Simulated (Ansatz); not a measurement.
Born–Oppenheimer molecular dynamics of a periodic cell of 16 atoms, Mn$_{3}$Si (start crystal Mn3Si, start structure Fm-3m, volume 1.15 times the crystal's). It goes on from the last frame of an earlier run, with new velocities.

All numbers below come from Ansatz, DFT PBEsol, scalar-relativistic, plane waves, PAW. Settings: cutoff 420 eV, k mesh 3x3x3, fermi-dirac smearing 0.24 eV, no spin polarisation.

- ensemble: NVT, Langevin thermostat
- time step: 2 fs
- steps asked: 380
- set temperature: 2240 K
- friction: 0.02 /fs
- temperature schedule: 285 steps to 300 K, then 95 steps to 300 K
- seed: 958616

Frames 40 fs apart, positions in Å, forces in eV/Å.

Velocities at 100.0 fs (Å/ps):

```
Mn 5.05 1.35 -12.05
Mn -1.12 -10.54 6.96
Mn 6.21 -0.19 -2.00
Si 8.70 0.57 -0.85
Mn 10.64 -8.93 -6.12
Mn -3.00 2.85 -6.84
Mn 2.39 2.31 -5.92
Si -9.64 6.81 3.70
Mn 2.11 5.71 5.89
Mn -5.51 -4.35 -3.16
Mn -2.23 10.72 6.34
Si 8.38 4.31 -2.69
Mn -0.64 0.97 1.53
Mn -6.63 2.87 3.55
Mn 4.15 -8.13 -0.10
Si -18.02 2.18 4.84
```

```xyz
16
Lattice="5.9875 0.0000 0.0000 0.0000 5.9875 0.0000 0.0000 0.0000 5.9875" Properties=species:S:1:pos:R:3:forces:R:3 time_fs=100.0 energy_less_start_eV=-0.037 T=2073
Mn 2.998 3.851 2.961 0.02 0.29 -2.40
Mn 1.909 1.940 1.658 -1.74 1.27 -1.01
Mn 4.218 5.214 4.056 2.44 -1.85 2.14
Si -0.020 0.430 -0.200 1.28 -0.54 1.28
Mn -0.415 0.485 2.141 -0.43 -0.23 0.12
Mn 4.451 4.692 0.560 -0.51 -0.24 0.88
Mn 1.320 1.841 3.915 0.23 1.52 0.18
Si 2.934 3.359 -0.902 -0.42 -0.34 2.84
Mn -0.096 3.411 -0.899 -0.49 0.44 0.11
Mn 4.630 1.641 4.460 -0.15 0.84 -1.29
Mn 1.712 4.955 1.397 -0.87 -0.26 -0.70
Si 3.037 0.425 2.765 -0.23 0.19 -0.75
Mn 2.543 0.513 -0.103 0.14 -0.79 -1.26
Mn 0.713 5.836 3.774 1.14 -2.38 -0.36
Mn 4.142 1.486 0.827 0.03 2.33 -0.04
Si -0.058 3.715 2.538 -0.42 -0.24 0.24
16
Lattice="5.9875 0.0000 0.0000 0.0000 5.9875 0.0000 0.0000 0.0000 5.9875" Properties=species:S:1:pos:R:3:forces:R:3 time_fs=140.0 energy_less_start_eV=-1.130 T=1749
Mn 3.061 3.534 2.496 0.05 0.78 0.09
Mn 1.785 1.804 1.887 -1.17 0.55 -2.70
Mn 4.405 4.882 4.215 -0.03 0.25 -0.17
Si 0.219 0.732 -0.085 1.06 0.10 -1.55
Mn -0.380 0.077 1.985 -0.40 -0.17 1.43
Mn 4.314 4.768 0.442 -0.49 -0.49 1.19
Mn 1.189 1.998 3.748 -0.23 -0.34 1.66
Si 2.474 3.307 -0.632 0.97 0.40 0.31
Mn 0.073 3.482 -0.800 -0.37 0.07 0.28
Mn 4.509 1.693 4.283 0.63 0.06 -0.28
Mn 1.548 5.131 1.355 0.48 -0.95 -0.75
Si 3.329 0.400 2.605 -0.59 -1.45 0.45
Mn 2.783 0.332 -0.327 -0.56 0.43 -0.36
Mn 0.713 5.657 3.844 0.63 -0.93 -0.07
Mn 4.262 1.608 0.701 -0.89 1.77 0.47
Si -0.524 3.499 2.508 0.89 -0.09 0.02
16
Lattice="5.9875 0.0000 0.0000 0.0000 5.9875 0.0000 0.0000 0.0000 5.9875" Properties=species:S:1:pos:R:3:forces:R:3 time_fs=180.0 energy_less_start_eV=-1.074 T=2032
Mn 3.050 3.383 2.092 0.29 -0.05 1.97
Mn 1.372 2.071 1.819 -0.15 -1.06 -1.26
Mn 4.534 4.711 4.081 -0.25 0.26 0.59
Si 0.311 0.608 -0.238 -0.50 -0.79 1.10
Mn -0.711 -0.183 1.952 1.86 1.12 -0.52
Mn 4.117 4.692 0.547 1.21 0.72 -0.10
Mn 1.071 2.073 4.067 1.80 -0.67 -1.26
Si 2.729 3.202 -0.374 -2.50 0.56 -2.27
Mn 0.251 3.315 -0.659 -1.07 1.17 0.82
Mn 4.672 1.579 4.215 -0.09 -0.06 -0.98
Mn 1.635 4.797 1.173 -0.81 0.28 -0.52
Si 3.155 0.313 2.294 -1.54 0.41 1.08
Mn 2.950 0.465 -0.472 -0.91 0.04 -0.20
Mn 0.852 5.539 3.660 -0.05 -0.21 -0.47
Mn 4.130 1.896 0.534 2.93 -1.25 1.68
Si -0.330 3.530 2.287 -0.23 -0.48 0.34
16
Lattice="5.9875 0.0000 0.0000 0.0000 5.9875 0.0000 0.0000 0.0000 5.9875" Properties=species:S:1:pos:R:3:forces:R:3 time_fs=220.0 energy_less_start_eV=-1.438 T=1634
Mn 3.028 3.467 2.111 -1.10 -0.42 1.26
Mn 1.227 2.215 1.516 0.25 -0.95 0.00
Mn 4.576 4.683 4.063 -0.71 1.06 0.70
Si 0.149 0.554 -0.306 0.43 -0.23 -0.79
Mn -0.565 0.066 1.751 -0.56 -0.67 1.57
Mn 4.106 4.731 0.575 0.07 -0.04 -0.92
Mn 1.241 1.944 4.072 -0.69 -0.83 -1.78
Si 2.390 3.433 -0.826 2.45 0.82 0.33
Mn 0.105 3.334 -0.226 -0.52 0.11 -1.19
Mn 4.617 1.259 4.006 0.00 -0.01 -0.66
Mn 1.471 4.688 0.962 -0.54 1.09 0.31
Si 3.013 0.317 2.095 -0.16 0.43 1.03
Mn 2.962 0.728 -0.405 -0.87 -0.28 -1.00
Mn 0.984 5.532 3.512 -0.38 -0.19 -0.20
Mn 4.252 1.993 0.531 0.26 0.22 1.04
Si -0.677 3.457 2.261 2.09 -0.12 0.31
16
Lattice="5.9875 0.0000 0.0000 0.0000 5.9875 0.0000 0.0000 0.0000 5.9875" Properties=species:S:1:pos:R:3:forces:R:3 time_fs=260.0 energy_less_start_eV=-2.000 T=1538
Mn 2.750 3.308 2.380 0.26 0.23 0.02
Mn 1.069 2.037 1.279 0.89 0.28 0.23
Mn 4.338 4.756 4.229 1.02 1.56 -0.96
Si 0.219 0.470 -0.332 -0.20 -0.21 -1.29
Mn -0.586 0.142 1.857 -0.76 -0.83 0.18
Mn 4.057 4.596 0.454 -0.29 0.33 1.03
Mn 1.165 1.877 3.750 0.17 0.24 -0.19
Si 2.541 3.607 -1.144 -1.57 -1.35 0.79
Mn -0.094 3.492 -0.350 1.00 0.12 -0.73
Mn 4.722 1.073 3.830 -0.13 1.07 0.48
Mn 1.419 4.848 0.907 0.48 -0.70 0.51
Si 2.946 0.388 2.329 -0.22 0.09 -0.43
Mn 2.947 0.815 -0.231 -0.72 -0.50 -0.69
Mn 0.860 5.625 3.375 0.41 -0.84 0.45
Mn 4.430 1.908 0.543 -0.65 0.63 1.05
Si -0.560 3.515 2.462 0.31 -0.14 -0.45
16
Lattice="5.9875 0.0000 0.0000 0.0000 5.9875 0.0000 0.0000 0.0000 5.9875" Properties=species:S:1:pos:R:3:forces:R:3 time_fs=300.0 energy_less_start_eV=-1.529 T=1452
Mn 2.679 3.212 2.458 0.79 0.46 -0.01
Mn 0.966 1.826 1.115 0.61 0.19 -0.04
Mn 4.296 4.924 4.214 -0.69 -0.14 -0.11
Si 0.076 0.425 -0.574 0.34 -1.09 1.45
Mn -0.690 0.157 1.904 -0.34 -0.96 -0.65
Mn 3.679 4.428 0.616 0.10 0.48 0.02
Mn 1.057 1.967 3.500 0.17 -0.84 -0.04
Si 1.960 3.435 -1.057 2.61 0.52 0.72
Mn -0.195 3.776 -0.397 -0.84 0.22 0.05
Mn 4.912 1.392 3.901 -1.67 0.95 -0.90
Mn 1.391 4.938 0.742 0.31 -0.06 1.05
Si 2.994 0.669 2.626 -0.71 -0.48 -0.54
Mn 2.896 0.766 -0.508 -0.15 -0.30 0.07
Mn 0.810 5.472 3.308 0.78 -0.47 0.10
Mn 4.367 1.893 0.793 -0.78 0.56 -0.35
Si -0.513 3.454 2.535 -0.52 0.96 -0.83
16
Lattice="5.9875 0.0000 0.0000 0.0000 5.9875 0.0000 0.0000 0.0000 5.9875" Properties=species:S:1:pos:R:3:forces:R:3 time_fs=340.0 energy_less_start_eV=-0.800 T=1055
Mn 2.852 3.161 2.373 -0.39 0.34 1.23
Mn 0.984 1.723 0.939 0.11 0.18 0.41
Mn 4.424 4.869 4.150 -1.75 0.41 -0.86
Si 0.157 0.148 -0.711 -0.08 3.65 1.32
Mn -0.868 0.118 1.825 0.66 0.98 -0.64
Mn 3.543 4.304 0.755 0.01 2.32 -0.97
Mn 1.076 1.834 3.609 -0.61 0.32 0.45
Si 2.251 3.405 -0.870 0.03 -0.93 -1.37
Mn -0.226 4.057 -0.575 0.32 -3.74 1.12
Mn 4.829 1.649 3.898 -0.38 0.24 -0.12
Mn 1.496 4.922 0.850 -0.67 0.54 1.02
Si 2.943 0.788 2.594 -0.17 -1.15 -0.67
Mn 2.724 0.771 -0.858 -0.16 -0.05 0.25
Mn 0.875 5.357 3.293 0.97 -0.31 -1.30
Mn 4.242 2.022 0.799 0.14 -0.65 -0.89
Si -0.707 3.868 2.082 1.98 -2.14 1.02
16
Lattice="5.9875 0.0000 0.0000 0.0000 5.9875 0.0000 0.0000 0.0000 5.9875" Properties=species:S:1:pos:R:3:forces:R:3 time_fs=380.0 energy_less_start_eV=-2.030 T=976
Mn 2.759 3.128 2.670 0.33 0.31 -0.60
Mn 1.118 1.845 0.940 0.67 0.41 0.55
Mn 4.460 4.751 4.034 -0.80 0.11 -0.42
Si 0.059 0.414 -0.591 -0.70 -1.01 0.41
Mn -0.909 0.185 1.770 0.86 -0.31 -0.22
Mn 3.667 4.534 0.775 0.46 0.50 0.40
Mn 0.882 1.823 3.649 0.11 0.51 -0.89
Si 2.518 2.980 -0.896 -0.09 3.14 0.09
Mn -0.264 3.871 -0.650 0.20 -0.54 0.63
Mn 4.775 1.871 3.840 -1.26 0.06 0.25
Mn 1.585 5.011 1.186 -0.74 -0.45 -1.64
Si 2.817 0.670 2.496 0.73 0.00 -0.52
Mn 2.530 0.834 -1.048 0.33 -2.32 0.31
Mn 0.989 5.230 3.159 0.09 0.48 1.65
Mn 4.063 1.943 0.564 0.69 -0.15 0.54
Si -0.305 3.593 2.091 -0.87 -0.75 -0.54
16
Lattice="5.9875 0.0000 0.0000 0.0000 5.9875 0.0000 0.0000 0.0000 5.9875" Properties=species:S:1:pos:R:3:forces:R:3 time_fs=420.0 energy_less_start_eV=-2.474 T=1208
Mn 2.652 3.104 2.873 -0.05 0.41 -2.13
Mn 1.282 2.094 0.885 0.68 -1.35 -0.65
Mn 4.294 4.593 3.847 -0.12 0.53 -0.18
Si -0.251 0.113 -0.593 0.30 1.35 -0.37
Mn -0.933 0.104 1.722 1.41 0.09 0.80
Mn 3.885 4.658 0.767 -0.43 0.08 -0.14
Mn 0.810 1.778 3.510 0.14 -0.37 0.52
Si 2.547 3.252 -0.872 -0.65 0.21 0.81
Mn -0.195 3.791 -0.476 0.13 -1.21 -0.14
Mn 4.662 2.097 3.874 -0.55 -0.33 0.56
Mn 1.565 4.949 0.961 -0.08 -0.04 -0.08
Si 2.862 0.702 2.422 0.47 0.08 -0.56
Mn 2.475 0.635 -1.068 0.29 0.09 0.37
Mn 1.334 5.273 3.377 -1.02 -0.90 0.59
Mn 4.087 1.947 0.582 0.55 -0.01 0.03
Si -0.195 3.361 1.997 -1.06 1.36 0.56
16
Lattice="5.9875 0.0000 0.0000 0.0000 5.9875 0.0000 0.0000 0.0000 5.9875" Properties=species:S:1:pos:R:3:forces:R:3 time_fs=460.0 energy_less_start_eV=-2.790 T=910
Mn 2.680 3.323 2.751 -0.19 -0.29 -0.81
Mn 1.316 2.091 0.869 -0.18 -0.72 0.18
Mn 4.337 4.732 3.769 -0.65 0.65 0.55
Si -0.368 0.192 -0.578 0.42 1.01 -0.12
Mn -0.728 0.007 1.945 1.14 0.72 0.34
Mn 4.109 4.745 0.643 -1.24 0.30 0.25
Mn 0.900 1.689 3.646 -0.01 0.76 -0.14
Si 2.379 3.673 -0.752 1.01 -1.69 -1.06
Mn -0.157 3.646 -0.362 0.28 -0.35 -1.17
Mn 4.551 2.137 3.837 -0.11 -0.58 0.21
Mn 1.397 4.903 0.843 -0.22 1.12 1.22
Si 2.975 0.571 2.202 -0.79 0.38 0.33
Mn 2.571 0.473 -1.065 0.29 0.14 0.55
Mn 1.328 5.238 3.704 -0.48 -0.39 -0.39
Mn 4.336 2.206 0.764 -0.50 -0.84 -0.40
Si -0.339 3.539 2.159 1.23 -0.22 0.44
16
Lattice="5.9875 0.0000 0.0000 0.0000 5.9875 0.0000 0.0000 0.0000 5.9875" Properties=species:S:1:pos:R:3:forces:R:3 time_fs=500.0 energy_less_start_eV=-3.227 T=728
Mn 2.491 3.423 2.524 0.44 0.09 0.05
Mn 1.395 2.042 0.946 -0.43 0.14 -0.82
Mn 4.262 4.728 3.844 0.55 1.06 -0.53
Si -0.273 0.591 -0.468 0.06 -0.24 -0.31
Mn -0.499 0.267 2.245 -0.18 0.11 -0.48
Mn 4.070 4.943 0.569 0.13 0.27 0.74
Mn 1.109 1.658 3.519 -0.74 1.11 1.03
Si 2.686 3.522 -0.877 -0.83 -0.81 0.52
Mn -0.140 3.619 -0.415 0.05 -0.01 -0.33
Mn 4.604 2.207 3.785 -0.32 -0.38 -0.17
Mn 1.346 5.074 0.852 0.21 0.11 -0.49
Si 2.766 0.632 2.193 1.68 -0.69 0.24
Mn 2.797 0.357 -0.890 0.22 0.17 0.28
Mn 1.168 5.285 3.774 0.54 -0.45 0.10
Mn 4.493 2.258 0.809 -0.79 -0.22 0.08
Si -0.032 3.676 2.247 -0.60 -0.27 0.09
16
Lattice="5.9875 0.0000 0.0000 0.0000 5.9875 0.0000 0.0000 0.0000 5.9875" Properties=species:S:1:pos:R:3:forces:R:3 time_fs=540.0 energy_less_start_eV=-3.321 T=547
Mn 2.540 3.485 2.382 0.41 -0.02 0.13
Mn 1.494 1.873 0.849 -0.36 0.38 0.00
Mn 4.088 4.757 3.825 0.61 0.25 -0.16
Si -0.213 0.764 -0.555 -0.29 -0.83 -0.05
Mn -0.317 0.385 2.283 -0.41 -0.41 -0.57
Mn 4.043 5.179 0.690 0.51 -0.69 -0.19
Mn 1.010 1.744 3.571 0.62 0.58 0.54
Si 2.687 3.127 -0.919 -0.05 0.47 0.19
Mn -0.161 3.626 -0.422 -0.03 -0.07 0.17
Mn 4.576 2.262 3.531 -0.31 -0.33 0.54
Mn 1.419 5.083 0.749 -0.26 -0.07 -0.09
Si 2.978 0.586 2.414 0.05 0.13 0.03
Mn 2.879 0.432 -0.670 0.22 0.39 -0.20
Mn 1.245 5.281 3.753 0.39 -0.40 0.45
Mn 4.473 2.198 0.888 -0.46 0.22 -0.15
Si 0.067 3.646 2.298 -0.65 0.39 -0.65
```

Of the whole run (760 fs, mean temperature of the second half 587 K): The schedule's set-point averaged 463 K over the second half and the system 587 K, so it lags behind the ramp. A run of 0.76 ps of so small a system gives no equilibrium averages. Spin polarisation was left off. Limits of this set-up: coarse k mesh, magnetic elements without spin.

Time of the run: 32 min on 4 threads of Intel(R) Xeon(R) Platinum 8559C (Emerald Rapids), on a shared host, peak memory 1.3 GiB.
